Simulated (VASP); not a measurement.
# SnS2 (P-3m1) in VASP: single point with PBE

Aim: the single point of SnS2 with PBE.

All numbers are computed with VASP 6.6.1; they aren't measurements. Logs are shortened: lines on timing, memory, paths and dates and some standing lists are left out, and cuts for length are marked.

## (1) Starting point

The structure is trigonal, space group P-3m1 (No. 164). Conventional cell: a = 3.674 Å, b = 3.674 Å, c = 6.229 Å, α = 90.00°, β = 90.00°, γ = 120.00°. Sn (site symmetry -3m) is surrounded by 6 S at 2.58 Å. S (site symmetry 3m) is surrounded by 3 Sn at 2.58 Å.

The cell is a database's computed one.

## (2) Single point, PBE

Contents of INCAR:

```
SYSTEM = SnS2
PREC = Accurate
ENCUT = 520
EDIFF = 1E-6
ISMEAR = 0
SIGMA = 0.1
LREAL = .False.
LASPH = .True.
NELM = 100
ALGO = Fast
ISIF = 2
LWAVE = .False.
LCHARG = .False.
GGA = PE
NBANDS = 20
```

Contents of KPOINTS:

```
Automatic mesh
0
Gamma
  6 6 4
  0 0 0
```

Contents of POSCAR:

```
SnS2
1.0
    3.6743056800      0.0000000000      0.0000000000
   -1.8371528400      3.1820418800      0.0000000000
    0.0000000000      0.0000000000      6.2288317700
Sn S
1 2
Direct
    0.0000000000      0.0000000000      0.0000000000
    0.3333333400      0.6666666900      0.2346534700
    0.6666666900      0.3333333400      0.7653465300
```

Potentials or basis: VASP PAW PBE potentials, release 64 (Sn_d, S).

Run with:

```
cat potpaw_PBE.64/Sn_d/POTCAR potpaw_PBE.64/S/POTCAR > POTCAR
mpirun -np 1 vasp_std > vasp.out
```

OUTCAR:

```text
SYSTEM = SnS2
   PREC = Accurate
   ENCUT = 520
   EDIFF = 1E-6
   ISMEAR = 0
   LREAL = .False.
   LASPH = .True.
   NELM = 100
   ISIF = 2
   GGA = PE

 ion  position               nearest neighbor table
   1  0.000  0.000  0.000-   3 2.58   3 2.58   2 2.58   2 2.58   2 2.58   3 2.58
   2  0.333  0.667  0.235-   1 2.58   1 2.58   1 2.58
   3  0.667  0.333  0.765-   1 2.58   1 2.58   1 2.58

  LATTYP: Found a hexagonal cell.
 ALAT       =     3.6743056800
 C/A-ratio  =     1.6952404923

  Lattice vectors:

 A1 = (   3.6743056800,   0.0000000000,   0.0000000000)
 A2 = (  -1.8371528400,   3.1820418800,   0.0000000000)
 A3 = (   0.0000000000,   0.0000000000,   6.2288317700)

Analysis of symmetry for initial positions (statically):
=====================================================================
 Subroutine PRICEL returns:
 Original cell was already a primitive cell.

 Routine SETGRP: Setting up the symmetry group for a
 hexagonal supercell.

 Subroutine GETGRP returns: Found 12 space group operations
 (whereof 12 operations were pure point group operations)
 out of a pool of 24 trial point group operations.

The static configuration has the point symmetry D_3d.

Analysis of symmetry for dynamics (positions and initial velocities):
=====================================================================
 Subroutine PRICEL returns:
 Original cell was already a primitive cell.

 Routine SETGRP: Setting up the symmetry group for a
 hexagonal supercell.

 Subroutine GETGRP returns: Found 12 space group operations
 (whereof 12 operations were pure point group operations)
 out of a pool of 24 trial point group operations.

The dynamic configuration has the point symmetry D_3d.

 Subroutine INISYM returns: Found 12 space group operations
 (whereof 12 operations are pure point group operations),
 and found     1 'primitive' translations

----------------------------------------------------------------------------------------

                                     Primitive cell

  volume of cell :      72.8262

  direct lattice vectors                    reciprocal lattice vectors
     3.674305680  0.000000000  0.000000000     0.272160263  0.157131810  0.000000000
    -1.837152840  3.182041880  0.000000000     0.000000000  0.314263620  0.000000000
     0.000000000  0.000000000  6.228831770     0.000000000  0.000000000  0.160543748

  length of vectors
     3.674305680  3.674305524  6.228831770     0.314263607  0.314263620  0.160543748

  position of ions in fractional coordinates (direct lattice)
     0.000000000  0.000000000  0.000000000
     0.333333340  0.666666690  0.234653470
     0.666666690  0.333333340  0.765346530

  ion indices of the primitive-cell ions
   primitive index   ion index
                 1           1
                 2           2
                 3           3

----------------------------------------------------------------------------------------

 KPOINTS: Automatic mesh

Automatic generation of k-mesh.
 Grid dimensions read from file:
 generate k-points for:    6    6    4

 Generating k-lattice:

  Cartesian coordinates                     Fractional coordinates (reciprocal lattice)
     0.045360044  0.026188635  0.000000000     0.166666667  0.000000000  0.000000000
     0.000000000  0.052377270  0.000000000     0.000000000  0.166666667  0.000000000
     0.000000000  0.000000000  0.040135937     0.000000000  0.000000000  0.250000000

  Length of vectors
     0.052377268  0.052377270  0.040135937

  Shift w.r.t. Gamma in fractional coordinates (k-lattice)
     0.000000000  0.000000000  0.000000000

 Subroutine IBZKPT returns following result:
 ===========================================

 Found     24 irreducible k-points:

 Following reciprocal coordinates:
            Coordinates               Weight
  0.000000  0.000000  0.000000      1.000000
  0.166667  0.000000  0.000000      6.000000
  0.333333  0.000000  0.000000      6.000000
  0.500000  0.000000  0.000000      3.000000
  0.166667  0.166667  0.000000      6.000000
  0.333333  0.166667  0.000000     12.000000
[... 16 lines left out ...]
  0.333333  0.166667  0.500000     12.000000
  0.333333  0.333333  0.500000      2.000000
   k-points           NKPTS =     24   k-points in BZ     NKDIM =     24   number of bands    NBANDS=     20
   number of dos      NEDOS =    301   number of ions     NIONS =      3
   total plane-waves  NPLWV =  37632
   dimension x,y,z NGX =    28 NGY =   28 NGZ =   48
   dimension x,y,z NGXF=    56 NGYF=   56 NGZF=   96
   ions per type =               1   2
   NGX,Y,Z   is equivalent  to a cutoff of  12.67, 12.67, 12.81 a.u.
   NGXF,Y,Z  is equivalent  to a cutoff of  25.34, 25.34, 25.62 a.u.
 SYSTEM =  SnS2
   PREC   = accura    normal or accurate (medium, high low for compatibility)
   ISTART =      0    job   : 0-new  1-cont  2-samecut
   ICHARG =      2    charge: 1-file 2-atom 10-const
   ISPIN  =      1    spin polarized calculation?
   LNONCOLLINEAR =      F non collinear calculations
   LSORBIT =      F    spin-orbit coupling
   LASPH  =      T    aspherical Exc in radial PAW
   ENCUT  =  520.0 eV  38.22 Ry    6.18 a.u.   6.83  6.83 11.58*2*pi/ulx,y,z
   NELM   =    100;   NELMIN=  2; NELMDL= -5     # of ELM steps
   EDIFF  = 0.1E-05   stopping-criterion for ELM
   LREAL  =      F    real-space projection
   EDIFFG = 0.1E-04   stopping-criterion for IOM
   NSW    =      0    number of steps for IOM
   IBRION =     -1    ionic relax: 0-MD 1-quasi-New 2-CG
   NFREE  =      0    steps in history (QN), initial steepest desc. (CG)
   ISIF   =      2    stress and relaxation
   ISYM   =      2    0-nonsym 1-usesym 2-fastsym
   POTIM  = 0.5000    time-step for ionic-motion
   TEBEG  =    0.0;   TEEND  =   0.0 temperature during run
   PSTRESS=    0.0 pullay stress
   NELECT =      26.0000    total number of electrons
   NUPDOWN=      -1.0000    fix difference up-down
   EMIN   =  10.00;   EMAX   =-10.00  energy-range for DOS
   EFERMI =   0.00;   METHOD = LEGACY
   ISMEAR =     0;   SIGMA  =   0.10  broadening in eV -4-tet -1-fermi 0-gaus
   EFERMI_NEDOS =   21; number of points for ismear=-14 and -15
   IALGO  =     68    algorithm
   IMIX   =      4    mixing-type and parameters
     AMIX     =   0.40;   BMIX     =  1.00
     AMIX_MAG =   1.60;   BMIX_MAG =  1.00
  volume/ion in A,a.u.               =      24.28       163.82
  Fermi-wavevector in a.u.,A,eV,Ry     =   1.161368  2.194668 18.351221  1.348777
  Thomas-Fermi vector in A             =   2.297941
   LORBIT       =      0    0 simple, 1 ext, 2 COOP (PROOUT), +10 PAW based schemes
   GGA     = PE    functional components
   LHFCALC =     F    Hartree Fock is set to
   AEXX    =    0.0000 exact exchange contribution
   IVDW    =     0    specifies the selected vdW correction
   LEPSILON=     F    determine dielectric tensor
   LRPA    =     F    only Hartree local field effects (RPA)
 non-spin polarized calculation
 RMM-DIIS sequential band-by-band and
 Gauss-broadening in eV      SIGMA  =   0.10
  energy-cutoff  :      520.00
  volume of cell :       72.83
 maximum number of plane-waves:      1980
 NGX is ok and might be reduce to    28
   NGX = 13   NGY = 13   NGZ = 23

 number of electron      26.0000004 magnetization

 Free energy of the ion-electron system (eV)
  ---------------------------------------------------
  ext. energy  EPLUGINS =         0.00000000
  ---------------------------------------------------
  free energy    TOTEN  =       -13.19375330 eV

  energy without entropy =      -13.19375330  energy(sigma->0) =      -13.19375330

 E-fermi :   4.2084     XC(G=0):  -9.1962

 val. band max:        3.7523895060   @ k =   0.1667   0.0000   0.0000
 cond. band min:       5.3566893476   @ k =   0.5000   0.0000   0.5000
 fundamental gap:      1.6042998416
 Fermi energy:         4.2083775176

 k-point     1 :       0.0000    0.0000    0.0000
  band No.  band energies     occupation
      1     -17.0111      2.00000
      2     -17.0111      2.00000
      3     -16.9733      2.00000
      4     -16.9463      2.00000
      5     -16.9463      2.00000
      6      -9.7368      2.00000
[... 12 lines left out ...]
     19      13.3306      0.00000
     20      13.3478      0.00000

 k-point     2 :       0.1667    0.0000    0.0000
  band No.  band energies     occupation
      1     -17.0280      2.00000
      2     -16.9978      2.00000
      3     -16.9634      2.00000
      4     -16.9534      2.00000
      5     -16.9438      2.00000
      6      -9.4362      2.00000
[... 12 lines left out ...]
     19      13.0376      0.00000
     20      13.4787      0.00000

 k-point     3 :       0.3333    0.0000    0.0000
  band No.  band energies     occupation
      1     -17.0669      2.00000
      2     -16.9838      2.00000
      3     -16.9742      2.00000
      4     -16.9316      2.00000
      5     -16.9259      2.00000
      6      -8.6199      2.00000
[... 12 lines left out ...]
     19      13.1642      0.00000
     20      13.7395      0.00000

 k-point     4 :       0.5000    0.0000    0.0000
  band No.  band energies     occupation
      1     -17.0872      2.00000
      2     -16.9825      2.00000
      3     -16.9813      2.00000
      4     -16.9182      2.00000
      5     -16.9111      2.00000
      6      -7.8847      2.00000
[... 12 lines left out ...]
     19      13.9496      0.00000
     20      14.3619      0.00000

 k-point     5 :       0.1667    0.1667    0.0000
  band No.  band energies     occupation
      1     -17.0472      2.00000
      2     -16.9951      2.00000
      3     -16.9623      2.00000
      4     -16.9519      2.00000
      5     -16.9273      2.00000
      6      -8.8707      2.00000
[... 12 lines left out ...]
     19      11.7527      0.00000
     20      13.9588      0.00000

 k-point     6 :       0.3333    0.1667    0.0000
  band No.  band energies     occupation
      1     -17.0664      2.00000
      2     -16.9984      2.00000
      3     -16.9686      2.00000
      4     -16.9322      2.00000
      5     -16.9156      2.00000
      6      -7.9756      2.00000
[... 12 lines left out ...]
     19      12.8524      0.00000
     20      13.8977      0.00000

 k-point     7 :       0.3333    0.3333    0.0000
  band No.  band energies     occupation
      1     -17.0347      2.00000
      2     -17.0347      2.00000
      3     -16.9436      2.00000
      4     -16.9436      2.00000
      5     -16.9247      2.00000
      6      -7.3558      2.00000
[... 12 lines left out ...]
     19      12.7670      0.00000
     20      12.7670      0.00000
[... 277 lines left out ...]
 k-point    20 :       0.3333    0.0000    0.5000
  band No.  band energies     occupation
      1     -17.0670      2.00000
      2     -16.9838      2.00000
      3     -16.9743      2.00000
      4     -16.9315      2.00000
      5     -16.9259      2.00000
      6      -8.5469      2.00000
[... 12 lines left out ...]
     19      13.6982      0.00000
     20      14.1530      0.00000

 k-point    21 :       0.5000    0.0000    0.5000
  band No.  band energies     occupation
      1     -17.0873      2.00000
      2     -16.9825      2.00000
      3     -16.9814      2.00000
      4     -16.9181      2.00000
      5     -16.9111      2.00000
      6      -7.8358      2.00000
[... 12 lines left out ...]
     19      14.5208      0.00000
     20      14.9103      0.00000

 k-point    22 :       0.1667    0.1667    0.5000
  band No.  band energies     occupation
      1     -17.0473      2.00000
      2     -16.9951      2.00000
      3     -16.9623      2.00000
      4     -16.9518      2.00000
      5     -16.9272      2.00000
      6      -8.7936      2.00000
[... 12 lines left out ...]
     19      12.5677      0.00000
     20      13.6274      0.00000

 k-point    23 :       0.3333    0.1667    0.5000
  band No.  band energies     occupation
      1     -17.0666      2.00000
      2     -16.9984      2.00000
      3     -16.9686      2.00000
      4     -16.9321      2.00000
      5     -16.9156      2.00000
      6      -7.9209      2.00000
[... 12 lines left out ...]
     19      13.2364      0.00000
     20      13.9267      0.00000

 k-point    24 :       0.3333    0.3333    0.5000
  band No.  band energies     occupation
      1     -17.0348      2.00000
      2     -17.0348      2.00000
      3     -16.9436      2.00000
      4     -16.9436      2.00000
      5     -16.9246      2.00000
      6      -7.3472      2.00000
[... 12 lines left out ...]
     19      13.2505      0.00000
     20      13.4057      0.00000

------------------------ aborting loop because EDIFF is reached ----------------------------------------

  FORCE on cell =-STRESS in cart. coord.  units (eV):
  Direction    XX          YY          ZZ          XY          YZ          ZX
  --------------------------------------------------------------------------------------
  -------------------------------------------------------------------------------------
  Total        0.9137094      0.9137093      0.9931304      0.0000000     -0.0000000      0.0000000
  in kB       20.1016118     20.1016095     21.8488750      0.0000000     -0.0000000      0.0000000
  external PRESSURE =      20.6840321 kB  Pullay stress =       0.0000000 kB

 VOLUME and BASIS-vectors are now :
 -----------------------------------------------------------------------------
  energy-cutoff  :      520.00
  volume of cell :       72.83
      direct lattice vectors                 reciprocal lattice vectors
     3.674305680  0.000000000  0.000000000     0.272160263  0.157131810  0.000000000
    -1.837152840  3.182041880  0.000000000     0.000000000  0.314263620  0.000000000
     0.000000000  0.000000000  6.228831770     0.000000000  0.000000000  0.160543748

 POSITION                                       TOTAL-FORCE (eV/Angst)
 -----------------------------------------------------------------------------------
      0.00000      0.00000      0.00000         0.000000      0.000000      0.000000
     -0.00000      2.12136      1.46162        -0.000000     -0.000000      0.231380
      1.83715      1.06068      4.76721         0.000000      0.000000     -0.231380
 -----------------------------------------------------------------------------------
    total drift:                               -0.000028     -0.000049     -0.000000

  FREE ENERGIE OF THE ION-ELECTRON SYSTEM (eV)
  ---------------------------------------------------
  free  energy   TOTEN  =       -13.1937533016 eV

  energy  without entropy=      -13.1937533016  energy(sigma->0) =      -13.19375330
```

Run time: 23 s. Hardware: 1 thread of Intel Xeon 6975P-C (Granite Rapids), shared host; peak memory 0.19 GiB.

Results:

```
Free energy            : -13.1938 eV
Pressure               : 2.1 GPa
Largest force          : 0.231 eV/Å
Band gap on the k mesh : 1.60 eV, indirect (least direct gap 1.89 eV)
```

Forces on the atoms (eV/Å):
```
Sn   0.000  0.000  0.000
S    0.000  0.000  0.231
S    0.000  0.000 -0.231
```

Caveat: spin-orbit coupling is left out, which moves the levels of the heavy elements; this functional lacks dispersion, which binds the layers, so the pressure and a relaxed spacing across them are unreliable.
